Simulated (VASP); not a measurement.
Set up this calculation in VASP 6.6.1, as the native input.

```yaml
Task: band structure
Functional: LDA
Potentials_or_basis: VASP PAW LDA potentials, release 64 (Te, Sb, Ge_d)
Cutoff: 520 eV
k_mesh: 4 × 4 × 3
Occupations: fermi-dirac, width 0.05 eV
Spin: no spin polarisation
Further_INCAR_settings: ALGO = Fast; EDIFF = 1e-07; NBANDS = 44
```

The structure of Ge2Sb2Te5 lies in POSCAR:

```
Ge2Sb2Te5
1.0
    6.8391360000     -3.0660060000      0.0000000000
    6.8391360000      3.0660060000      0.0000000000
   -6.8309770000      0.0000000000      6.8476090000
Te Sb Ge
5 2 2
Direct
    0.5947020000      0.5947020000      0.3864330000
    0.7952880000      0.7952880000      0.1961120000
    0.0083240000      0.0083240000      0.0064350000
    0.2065190000      0.2065190000      0.8098030000
    0.3999590000      0.3999590000      0.5971180000
    0.9017080000      0.9017080000      0.5878730000
    0.1118700000      0.1118700000      0.4173520000
    0.2842870000      0.2842870000      0.1878300000
    0.4973430000      0.4973430000      0.0110440000
```

The cell comes from a database or a generator and needn't be the stable form of this composition.

One way to write it, as run:

INCAR

```
  PREC = Accurate
  ENCUT = 520
  EDIFF = 1E-7
  ISMEAR = -1
  SIGMA = 0.05
  LREAL = F
  LASPH = T
  NELM = 100
  ALGO = Fast
  ISIF = 2
  LWAVE = F
  LCHARG = F
  GGA = CA
  NBANDS = 44
```

KPOINTS

```
regular mesh
0
Gamma
  4 4 3
```

KPOINTS_OPT

```
path XGY,LGZ,NGM,RG
20
line-mode
reciprocal
-0.5000000000 -0.5000000000  0.5000000000  X
 0.0000000000  0.0000000000  0.0000000000  G

 0.0000000000  0.0000000000  0.0000000000  G
 0.0000000000  0.0000000000 -0.5000000000  Y

-0.5000000000 -0.5000000000  0.0000000000  L
 0.0000000000  0.0000000000  0.0000000000  G

 0.0000000000  0.0000000000  0.0000000000  G
 0.5000000000  0.0000000000  0.0000000000  Z

 0.0000000000 -0.5000000000  0.5000000000  N
 0.0000000000  0.0000000000  0.0000000000  G

 0.0000000000  0.0000000000  0.0000000000  G
 0.5000000000  0.0000000000 -0.5000000000  M

 0.0000000000 -0.5000000000  0.0000000000  R
 0.0000000000  0.0000000000  0.0000000000  G
```

Potentials or basis: VASP PAW LDA potentials, release 64 (Te, Sb, Ge_d).

The run is started by

```bash
$ cat potpaw_LDA.64/Te/POTCAR potpaw_LDA.64/Sb/POTCAR potpaw_LDA.64/Ge_d/POTCAR > POTCAR
$ mpirun -np 1 vasp_std > vasp.out
```

It gave:

```
Pressure                : -3.5 GPa
Largest force           : 0.185 eV/Å
Band gap on the k mesh  : 0.07 eV, direct
Band gap along the path : 0.07 eV, direct
```

Caveat: spin-orbit coupling is left out, which moves the levels of the heavy elements.

Run time: 31 min on 1 thread of Intel(R) Xeon(R) Platinum 8488C (Sapphire Rapids), on a shared host, peak memory 0.56 GiB.
